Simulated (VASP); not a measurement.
# ZrSe2 (P-3m1) in VASP: a series of runs

One crystal, ZrSe2, is run at these levels: PBE0; tasks: single point.

Everything below comes from runs of VASP 6.6.1. Logs are shortened: lines on timing, memory, paths and dates and some standing lists are left out, and cuts for length are marked.

## 1. The crystal as given

Symmetry: P-3m1, No. 164, trigonal system. Conventional cell: a = 3.798 Å, b = 3.798 Å, c = 6.192 Å, α = 90.00°, β = 90.00°, γ = 120.00°. Zr (site symmetry -3m) has 6 Se at 2.68 Å as nearest neighbours. Se (site symmetry 3m) is surrounded by 3 Zr at 2.68 Å.

## 2. Single point, PBE0

The input, POSCAR:

```
ZrSe2
1.0
    3.7980000000      0.0000000000      0.0000000000
   -1.8990000000      3.2891644836      0.0000000000
    0.0000000000      0.0000000000      6.1920000000
Zr Se
1 2
Direct
    0.0000000000      0.0000000000      0.0000000000
    0.6666666667      0.3333333333      0.7500000000
    0.3333333333      0.6666666667      0.2500000000
```

The input, INCAR.step1:

```
PREC = Accurate
ENCUT = 280
EDIFF = 1E-5
ISMEAR = 0
SIGMA = 0.01
LREAL = F
LASPH = T
NELM = 100
ALGO = Normal
ISIF = 2
LWAVE = T
NBANDS = 20
NKRED = 1
GGA = PE
```

The input, INCAR.step2:

```
PREC = Accurate
ENCUT = 280
EDIFF = 1E-6
ISMEAR = 0
SIGMA = 0.01
LREAL = F
LASPH = T
NELM = 100
ALGO = Normal
ISIF = 2
LWAVE = F
LCHARG = F
GGA = PE
LHFCALC = T
AEXX = 0.25
PRECFOCK = Fast
NBANDS = 20
NKRED = 1
ISTART = 1
```

The input, KPOINTS:

```
Automatic mesh
0
Gamma
  6 6 3
```

Potentials or basis: VASP PAW PBE potentials, release 64 (Zr_sv, Se).

Command:

```bash
$ cat potpaw_PBE.64/Zr_sv/POTCAR potpaw_PBE.64/Se/POTCAR > POTCAR
$ cp INCAR.step1 INCAR
$ mpirun -np 1 vasp_std > vasp.out
$ cp INCAR.step2 INCAR
$ mpirun -np 1 vasp_std > vasp.out
```

OUTCAR:

```text
PREC = Accurate
   ENCUT = 280
   EDIFF = 1E-6
   ISMEAR = 0
   LREAL = F
   LASPH = T
   NELM = 100
   ISIF = 2
   GGA = PE
   LHFCALC = T
   AEXX = 0.25
   PRECFOCK = Fast
   NKRED = 1
   ISTART = 1

 Found     17 irreducible k-points:

 Following reciprocal coordinates:
            Coordinates               Weight
  0.000000  0.000000  0.000000      1.000000
  0.166667 -0.000000  0.000000      6.000000
  0.333333 -0.000000  0.000000      6.000000
  0.500000 -0.000000  0.000000      3.000000
  0.166667  0.166667  0.000000      6.000000
  0.333333  0.166667  0.000000     12.000000
   k-points           NKPTS =     17   k-points in BZ     NKDIM =    108   number of bands    NBANDS=     20
   number of dos      NEDOS =    301   number of ions     NIONS =      3
   total plane-waves  NPLWV =  20736
   dimension x,y,z NGX =    24 NGY =   24 NGZ =   36
   dimension x,y,z NGXF=    48 NGYF=   48 NGZF=   72
   ions per type =               1   2
   NGX,Y,Z   is equivalent  to a cutoff of  10.51, 10.51,  9.67 a.u.
   NGXF,Y,Z  is equivalent  to a cutoff of  21.01, 21.01, 19.33 a.u.
 SYSTEM =  unknown system
   PREC   = accura    normal or accurate (medium, high low for compatibility)
   ISTART =      1    job   : 0-new  1-cont  2-samecut
   ICHARG =      0    charge: 1-file 2-atom 10-const
   ISPIN  =      1    spin polarized calculation?
   LNONCOLLINEAR =      F non collinear calculations
   LSORBIT =      F    spin-orbit coupling
   LASPH  =      T    aspherical Exc in radial PAW
   ENCUT  =  280.0 eV  20.58 Ry    4.54 a.u.   5.18  5.18  8.45*2*pi/ulx,y,z
   NELM   =    100;   NELMIN=  2; NELMDL=  0     # of ELM steps
   EDIFF  = 0.1E-05   stopping-criterion for ELM
   LREAL  =      F    real-space projection
   EDIFFG = 0.1E-04   stopping-criterion for IOM
   NSW    =      0    number of steps for IOM
   IBRION =     -1    ionic relax: 0-MD 1-quasi-New 2-CG
   NFREE  =      0    steps in history (QN), initial steepest desc. (CG)
   ISIF   =      2    stress and relaxation
   ISYM   =      3    0-nonsym 1-usesym 2-fastsym
   POTIM  = 0.5000    time-step for ionic-motion
   TEBEG  =    0.0;   TEEND  =   0.0 temperature during run
   PSTRESS=    0.0 pullay stress
   NELECT =      24.0000    total number of electrons
   NUPDOWN=      -1.0000    fix difference up-down
   EMIN   =  10.00;   EMAX   =-10.00  energy-range for DOS
   EFERMI =   0.00;   METHOD = LEGACY
   ISMEAR =     0;   SIGMA  =   0.01  broadening in eV -4-tet -1-fermi 0-gaus
   EFERMI_NEDOS =   21; number of points for ismear=-14 and -15
   IALGO  =     38    algorithm
   IMIX   =      1    mixing-type and parameters
     AMIX     =   0.40;   BMIX     =  1.00
     AMIX_MAG =   1.60;   BMIX_MAG =  1.00
  volume/ion in A,a.u.               =      25.78       174.00
  Fermi-wavevector in a.u.,A,eV,Ry     =   1.108293  2.094371 16.712230  1.228314
  Thomas-Fermi vector in A             =   2.244819
   LORBIT       =      0    0 simple, 1 ext, 2 COOP (PROOUT), +10 PAW based schemes
   GGA     = PE    functional components
   LHFCALC =     T    Hartree Fock is set to
   PRECFOCK=fast      Normal, Fast or Accurate (Low or Medium for compatibility)
   ENCUT4O =  -1.0   cutoff for four orbital integrals eV
   NKREDX  =     1    reduce k-point grid by
   NKREDY  =     1    reduce k-point grid by
   NKREDZ  =     1    reduce k-point grid by
   AEXX    =    0.2500 exact exchange contribution
   HFSCREEN=    0.0000 screening length (either q_TF or 0.3 A-1)
   HFSCREENC=   0.0000 screening length for correlation (either q_TF or 0.3 A-1)
   ENCUTFOCK=  -1.0 apply spherical cutoff to Coloumb kernel
   IVDW    =     0    specifies the selected vdW correction
   LEPSILON=     F    determine dielectric tensor
   LRPA    =     F    only Hartree local field effects (RPA)
 non-spin polarized calculation
 Gauss-broadening in eV      SIGMA  =   0.01
  energy-cutoff  :      280.00
  volume of cell :       77.35
 maximum number of plane-waves:       838
 NGX is ok and might be reduce to    24
  NGX = 12; NGY = 12; NGZ = 20

 number of electron      24.0000004 magnetization

 Free energy of the ion-electron system (eV)
  ---------------------------------------------------
  ext. energy  EPLUGINS =         0.00000000
  ---------------------------------------------------
  free energy    TOTEN  =       -25.39994046 eV

  energy without entropy =      -25.39994046  energy(sigma->0) =      -25.39994046

 E-fermi :   3.4905     XC(G=0):  -7.4725

 val. band max:        3.4496244084   @ k =   0.0000   0.0000   0.0000
 cond. band min:       5.2446513079   @ k =   0.5000  -0.0000   0.3333
 fundamental gap:      1.7950268995
 Fermi energy:         3.4905490779

 k-point     1 :       0.0000    0.0000    0.0000
  band No.  band energies     occupation
      1     -49.6664      2.00000
      2     -26.3279      2.00000
      3     -26.1904      2.00000
      4     -26.1901      2.00000
      5     -11.1442      2.00000
      6      -9.7081      2.00000
[... 12 lines left out ...]
     19       9.9756      0.00000
     20      14.0692      0.00000

 k-point     2 :       0.1667   -0.0000    0.0000
  band No.  band energies     occupation
      1     -49.6626      2.00000
      2     -26.3158      2.00000
      3     -26.2465      2.00000
      4     -26.2025      2.00000
      5     -10.8698      2.00000
      6      -9.7393      2.00000
[... 12 lines left out ...]
     19      11.8120      0.00000
     20      13.7587      0.00000

 k-point     3 :       0.3333   -0.0000    0.0000
  band No.  band energies     occupation
      1     -49.6557      2.00000
      2     -26.3580      2.00000
      3     -26.2904      2.00000
      4     -26.2268      2.00000
      5     -10.2740      2.00000
      6      -9.7822      2.00000
[... 12 lines left out ...]
     19      12.4087      0.00000
     20      13.3848      0.00000

 k-point     4 :       0.5000   -0.0000    0.0000
  band No.  band energies     occupation
      1     -49.6523      2.00000
      2     -26.4124      2.00000
      3     -26.2780      2.00000
      4     -26.2388      2.00000
      5     -10.0217      2.00000
      6      -9.7081      2.00000
[... 12 lines left out ...]
     19      12.4146      0.00000
     20      13.6490      0.00000

 k-point     5 :       0.1667    0.1667    0.0000
  band No.  band energies     occupation
      1     -49.6574      2.00000
      2     -26.3194      2.00000
      3     -26.2976      2.00000
      4     -26.2313      2.00000
      5     -10.4224      2.00000
      6      -9.7828      2.00000
[... 12 lines left out ...]
     19      13.3307      0.00000
     20      13.4924      0.00000

 k-point     6 :       0.3333    0.1667    0.0000
  band No.  band energies     occupation
      1     -49.6522      2.00000
      2     -26.3835      2.00000
      3     -26.2794      2.00000
      4     -26.2677      2.00000
      5      -9.9605      2.00000
      6      -9.7732      2.00000
[... 12 lines left out ...]
     19      12.6849      0.00000
     20      13.5859      0.00000

 [... further k-points ...]

------------------------ aborting loop because EDIFF is reached ----------------------------------------

  FORCE on cell =-STRESS in cart. coord.  units (eV):
  Direction    XX          YY          ZZ          XY          YZ          ZX
  --------------------------------------------------------------------------------------
  -------------------------------------------------------------------------------------
  Total        0.1031132      0.1031132      0.6883379     -0.0000000      0.0000000      0.0000000
  in kB        2.1357652      2.1357652     14.2574151     -0.0000000      0.0000000      0.0000000
  external PRESSURE =       6.1763151 kB  Pullay stress =       0.0000000 kB

 VOLUME and BASIS-vectors are now :
 -----------------------------------------------------------------------------
  energy-cutoff  :      280.00
  volume of cell :       77.35
      direct lattice vectors                 reciprocal lattice vectors
     3.798000000  0.000000000  0.000000000     0.263296472  0.152014289  0.000000000
    -1.899000000  3.289164484  0.000000000     0.000000000  0.304028578  0.000000000
     0.000000000  0.000000000  6.192000000     0.000000000  0.000000000  0.161498708

 POSITION                                       TOTAL-FORCE (eV/Angst)
 -----------------------------------------------------------------------------------
      0.00000      0.00000      0.00000         0.000000      0.000000      0.000000
      1.89900      1.09639      4.64400        -0.000000     -0.000000     -0.052186
     -0.00000      2.19278      1.54800         0.000000      0.000000      0.052186
 -----------------------------------------------------------------------------------
    total drift:                               -0.000000      0.000000     -0.000000

  FREE ENERGIE OF THE ION-ELECTRON SYSTEM (eV)
  ---------------------------------------------------
  free  energy   TOTEN  =       -25.3999404632 eV

  energy  without entropy=      -25.3999404632  energy(sigma->0) =      -25.39994046
```

OUTCAR.step1:

```text
PREC = Accurate
   ENCUT = 280
   EDIFF = 1E-5
   ISMEAR = 0
   LREAL = F
[... 252 lines left out ...]
      0.00000      0.00000      0.00000         0.000000      0.000000      0.000000
      1.89900      1.09639      4.64400        -0.000000      0.000000     -0.302379
     -0.00000      2.19278      1.54800         0.000000      0.000000      0.302379
 -----------------------------------------------------------------------------------
    total drift:                               -0.000000      0.000000      0.000000

  FREE ENERGIE OF THE ION-ELECTRON SYSTEM (eV)
  ---------------------------------------------------
  free  energy   TOTEN  =       -19.5445607044 eV

  energy  without entropy=      -19.5445607044  energy(sigma->0) =      -19.54456070
```

Run time: 12 min. Hardware: 1 thread of Intel Xeon Platinum 8488C (Sapphire Rapids), shared host; peak memory 0.16 GiB.

These settings aren't checked as converged: the numbers below hold their error.

Results:

```
Free energy            : -25.3999 eV
Pressure               : 0.6 GPa
Largest force          : 0.052 eV/Å
Band gap on the k mesh : 1.80 eV, indirect (least direct gap 2.49 eV)
```

Caveat: the cutoff is under 1.25 times the usual one of these potentials, so pressure, stress and relaxed cells hold a basis-set (Pulay) error; the PAW data sets were made with another functional, which shifts forces and pressure a little; an odd mesh through Γ misses points on the zone boundary, where band edges often lie; this functional lacks dispersion, which binds the layers, so the pressure and a relaxed spacing across them are unreliable.

## 3. Single point, PBE0

POSCAR is that of step 2.

Edit INCAR.step1 of step 2 so:

```diff
@@ -1,3 +1,3 @@
 PREC = Accurate
-ENCUT = 280
+ENCUT = 340
 EDIFF = 1E-5
```

Edit INCAR.step2 of step 2 so:

```diff
@@ -1,3 +1,3 @@
 PREC = Accurate
-ENCUT = 280
+ENCUT = 340
 EDIFF = 1E-6
```

KPOINTS is that of step 2.

Potentials or basis: VASP PAW PBE potentials, release 64 (Zr_sv, Se).

Command:

```bash
$ cat potpaw_PBE.64/Zr_sv/POTCAR potpaw_PBE.64/Se/POTCAR > POTCAR
$ cp INCAR.step1 INCAR
$ mpirun -np 1 vasp_std > vasp.out
$ cp INCAR.step2 INCAR
$ mpirun -np 1 vasp_std > vasp.out
```

OUTCAR:

```text
PREC = Accurate
   ENCUT = 340
   EDIFF = 1E-6
   ISMEAR = 0
   LREAL = F
   LASPH = T
   NELM = 100
   ISIF = 2
   GGA = PE
   LHFCALC = T
   AEXX = 0.25
   PRECFOCK = Fast
   NKRED = 1
   ISTART = 1

 Found     17 irreducible k-points:

 Following reciprocal coordinates:
            Coordinates               Weight
[... 226 lines left out ...]

 [... further k-points ...]

------------------------ aborting loop because EDIFF is reached ----------------------------------------

  FORCE on cell =-STRESS in cart. coord.  units (eV):
  Direction    XX          YY          ZZ          XY          YZ          ZX
  --------------------------------------------------------------------------------------
  -------------------------------------------------------------------------------------
  Total        0.0400259      0.0400259      0.6234842      0.0000000      0.0000000     -0.0000000
  in kB        0.8290492      0.8290492     12.9141121      0.0000000      0.0000000     -0.0000000
  external PRESSURE =       4.8574035 kB  Pullay stress =       0.0000000 kB

 VOLUME and BASIS-vectors are now :
 -----------------------------------------------------------------------------
  energy-cutoff  :      340.00
  volume of cell :       77.35
      direct lattice vectors                 reciprocal lattice vectors
     3.798000000  0.000000000  0.000000000     0.263296472  0.152014289  0.000000000
    -1.899000000  3.289164484  0.000000000     0.000000000  0.304028578  0.000000000
     0.000000000  0.000000000  6.192000000     0.000000000  0.000000000  0.161498708

 POSITION                                       TOTAL-FORCE (eV/Angst)
 -----------------------------------------------------------------------------------
      0.00000      0.00000      0.00000         0.000000      0.000000     -0.000000
      1.89900      1.09639      4.64400         0.000000      0.000000     -0.047042
     -0.00000      2.19278      1.54800        -0.000000      0.000000      0.047042
 -----------------------------------------------------------------------------------
    total drift:                               -0.000000      0.000000     -0.000000

  FREE ENERGIE OF THE ION-ELECTRON SYSTEM (eV)
  ---------------------------------------------------
  free  energy   TOTEN  =       -25.3990725406 eV

  energy  without entropy=      -25.3990725406  energy(sigma->0) =      -25.39907254
```

OUTCAR.step1:

```text
PREC = Accurate
   ENCUT = 340
   EDIFF = 1E-5
   ISMEAR = 0
   LREAL = F
[... 252 lines left out ...]
      0.00000      0.00000      0.00000         0.000000      0.000000      0.000000
      1.89900      1.09639      4.64400         0.000000      0.000000     -0.295792
     -0.00000      2.19278      1.54800        -0.000000      0.000000      0.295792
 -----------------------------------------------------------------------------------
    total drift:                               -0.000000      0.000000      0.000000

  FREE ENERGIE OF THE ION-ELECTRON SYSTEM (eV)
  ---------------------------------------------------
  free  energy   TOTEN  =       -19.5467563501 eV

  energy  without entropy=      -19.5467563501  energy(sigma->0) =      -19.54675635
```

Wall time 19 min (1 thread of Intel Xeon Platinum 8488C (Sapphire Rapids), shared host); peak memory 0.17 GiB.

The run converged, but some of its settings lie outside the range that counts as converged, so its numbers aren't taken as properties of the crystal.

What came out:

| Quantity | Value |
| --- | --- |
| Free energy | -25.3991 eV |
| Pressure | 0.5 GPa |
| Largest force | 0.047 eV/Å |
| Band gap on the k mesh | 1.79 eV, indirect (least direct gap 2.49 eV) |

Caveat: the PAW data sets were made with another functional, which shifts forces and pressure a little; an odd mesh through Γ misses points on the zone boundary, where band edges often lie; this functional lacks dispersion, which binds the layers, so the pressure and a relaxed spacing across them are unreliable.

## 4. The reference run

An earlier run on the cell as given: functional PBE; potentials or basis VASP PAW PBE potentials, release 64 (Zr_sv, Se); cutoff 520 eV; k mesh 8 × 8 × 5; occupations fermi-dirac, width 0.05 eV; no spin polarisation.

- Pressure: 2.0 GPa
- Largest force: 0.301 eV/Å
- Band gap on the k mesh: 0.41 eV, indirect (least direct gap 1.05 eV)
